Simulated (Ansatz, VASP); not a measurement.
**Al in VASP and in Ansatz**

INCAR

```
SYSTEM = Al
PREC     = Accurate       ! precision mode
ENCUT    = 520            ! plane-wave cutoff, eV
EDIFF    = 1E-7           ! SCF threshold, eV
ISMEAR   = -1             ! smearing method
SIGMA    = 0.05           ! smearing width, eV
LREAL    = .FALSE.        ! projectors in reciprocal space
LASPH    = .TRUE.         ! aspherical terms in the spheres
NELM     = 60             ! most SCF steps
ALGO     = Normal         ! electronic algorithm
ISIF     = 2              ! what is computed and relaxed
LWAVE    = .FALSE.        ! write WAVECAR
LCHARG   = .TRUE.         ! write CHGCAR
GGA      = PS             ! functional
LELF     = .TRUE.         ! ELF
LVHAR    = .TRUE.       
NBANDS   = 8              ! bands
```

Contents of KPOINTS:

```
regular mesh
0
G
  11 11 11
  0 0 0
```

Contents of POSCAR:

```
Al
1.0
   -0.0404961000      2.0248050000      2.0248050000
    2.0248050000     -0.0404961000      2.0248050000
    1.9843089000      1.9843089000      0.0000000000
Al
1
Direct
    0.0000000000      0.0000000000      0.0000000000
```

File input.yaml:

```yaml
crystal:
  lattice:
    - [-0.0404961, 2.024805, 2.024805]
    - [2.024805, -0.0404961, 2.024805]
    - [1.9843089, 1.9843089, 0.0]
  atoms:
    - { symbol: Al, position: [0.0, 0.0, 0.0] }
kpoints:
  mp_grid: { grid: [11, 11, 11] }
scf:
  occupations: { method: fermi_dirac, width: 0.05 }
hamiltonian:
  xc: pbesol
  pseudopotentials: { kind: all_electron, lapw: { basis_error: 0.001 } }
output:
  forces: true
  stress: true
  eigenvalues: true
```

Change from the starting cell: strain_shear_xy = -0.04.

Alike in both runs: task single point; functional PBEsol; k mesh 11 × 11 × 11; occupations fermi-dirac, width 0.05 eV; no spin polarisation.

```csv
,VASP,Ansatz
version,VASP 6.6.1,Ansatz 0.2.0
potentials or method,"VASP PAW PBE potentials, release 64 (Al)","all-electron LAPW, scalar-relativistic"
plane-wave cutoff (eV),520,see its input
```

Ansatz gave:

| Quantity | Value |
| --- | --- |
| gap on the k mesh at the Fermi level (eV) | none |
| pressure (GPa) | -1.8 |
| largest component of the traceless stress (GPa) | 1.82 |

Task: Estimate VASP's values.

Result: gap on the k mesh at the Fermi level (eV): none; pressure (GPa): -1.7; largest component of the traceless stress (GPa): 1.83.

A gap of «none» marks a metal or a gap that the smearing closes. Ansatz ran all-electron here, so the differences hold the error of VASP's frozen core and of both bases.

Caveats: the PAW data sets were made with another functional, which shifts forces and pressure a little (VASP).
